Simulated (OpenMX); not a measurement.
Runs of OpenMX 3.8.5 on Nb. It takes space group Im-3m (No. 229, cubic). Conventional cell: a = 3.328 Å, b = 3.328 Å, c = 3.328 Å, α = 90.00°, β = 90.00°, γ = 90.00°. Nb (site symmetry m-3m) has 8 Nb at 2.88 Å as nearest neighbours. 

| task | level | potentials or basis | spin | U | cell | k mesh | SCF threshold | max SCF cycles | spin constraint | constraint strength | k mesh for the DOS | other keys | mesh quality | gap on the mesh (eV) | pressure (GPa) | moment (μB) |
| --- | --- | --- | --- | --- | --- | --- | --- | --- | --- | --- | --- | --- | --- | --- | --- | --- |
| electrostatic potential | LDA-PW92 | OpenMX 2013 LDA set, Nb7.0-s3p2d2, grid cutoff 400 Ry | collinear, random start | - | as given | 11 × 11 × 11 | 1e-08 Ha | 100 | - | - | - | - | not flagged | none | (a) | 0.00 |
| band structure | LDA | OpenMX 2013 LDA set, Nb7.0-s3p2d2, grid cutoff 400 Ry | off | - | as given | 11 × 11 × 11 | 1e-08 Ha | 100 | - | - | - | - | not flagged | - | -9.5 | - |
| density of states | PBE | OpenMX 2013 PBE set, Nb7.0-s3p2d2, grid cutoff 400 Ry | non-collinear, ferromagnetic start, moments held on the sites, SOC | - | volume scaled by 1.25 | 9 × 9 × 9 | 1e-07 Ha | 100 | directions and sizes | 0.2 eV | 12 × 12 × 12 | - | not flagged | none | - | 0.25 |
| atomic charges | PBE+D4+U | OpenMX 2013 PBE set, Nb7.0-s3p2d2, grid cutoff 400 Ry | collinear, ferromagnetic start | Nb U = 2 eV | cell strained at random at fixed volume | 9 × 9 × 9 | 1e-07 Ha | 120 | - | - | - | several, not listed | not flagged | none | - | 0.00 |
| relaxation of cell and atoms | PBE+D4 | OpenMX 2013 PBE set, Nb7.0-s3p2d2, grid cutoff 400 Ry | collinear, random start | - | relaxed from: cell strained at random at fixed volume | 7 × 7 × 7 | 1e-08 Ha | 100 | - | - | - | - | coarse | none | 0.0 | 0.00 |

Alike in all rows: smearing fermi-dirac 0.05 eV.

Question: Estimate the missing entries.

Answer: (a) -9.7.

Caveats: some runs use coarse meshes; the basis of atomic orbitals isn't converged, which shifts pressures, moduli and gaps; pairwise dispersion overbinds metals, which lowers pressure and volume (some runs); total energies with and without spin-orbit coupling shouldn't be compared in this program (some runs); U acts on the first radial function of the shell alone, so its value doesn't carry over to other programs (some runs); the U is typed as a test and isn't derived for this compound (some runs); the energies along the path lack the entropy term of the smearing (some runs).

A k mesh can miss the band edges, and rows without SOC leave out spin-orbit coupling on Nb.

A gap of «none» marks a metal or a gap under the smearing width.
